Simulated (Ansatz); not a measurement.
**How the vibrations of Ru change with volume**

All numbers below come from DFT PBE, scalar-relativistic, plane waves, PAW (Ansatz). Plane waves to 420 eV; Γ-centred k mesh 18×18×10; Fermi-Dirac smearing of 0.15 eV. No spin polarisation. Phonons by linear response, acoustic sum rule imposed.

The cell, relaxed at this level:
```cif
data_structure
_symmetry_space_group_name_H-M 'P6_3/mmc'
_symmetry_Int_Tables_number 194
_cell_length_a 2.7222
_cell_length_b 2.7222
_cell_length_c 4.2973
_cell_angle_alpha 90.000
_cell_angle_beta 90.000
_cell_angle_gamma 120.000
_cell_volume 27.58
loop_
_atom_site_label
_atom_site_type_symbol
_atom_site_symmetry_multiplicity
_atom_site_Wyckoff_symbol
_atom_site_fract_x
_atom_site_fract_y
_atom_site_fract_z
_atom_site_occupancy
Ru1 Ru 2 c 0.33333 0.66667 0.25000 1
```

In a metal, frequencies depend on the k mesh and the smearing, soft modes most.

Cells at 0.98 and 1.02 times the equilibrium volume were relaxed in shape and atoms; γ = −d ln ν / d ln V, modes matched by rank.

(1) Give the optical frequencies at Γ (cm⁻¹) at the three volumes and the mode Grüneisen parameters.

(2) What pressures hold the two strained cells, and what bulk modulus follows?

Answers

(1)
```
0.98 V    V  1.02 V     γ  degeneracy
   196  190     184  1.52           2
   261  247     233  2.88           1
```

(2) 6.54 GPa at 0.98 V and -5.82 GPa at 1.02 V, so B = −dP/d ln V ≈ 309 GPa.

Cost: 6 runs of about 1.7 core-minutes in all, on AMD EPYC 9R45 (Zen 5) (shared hosts).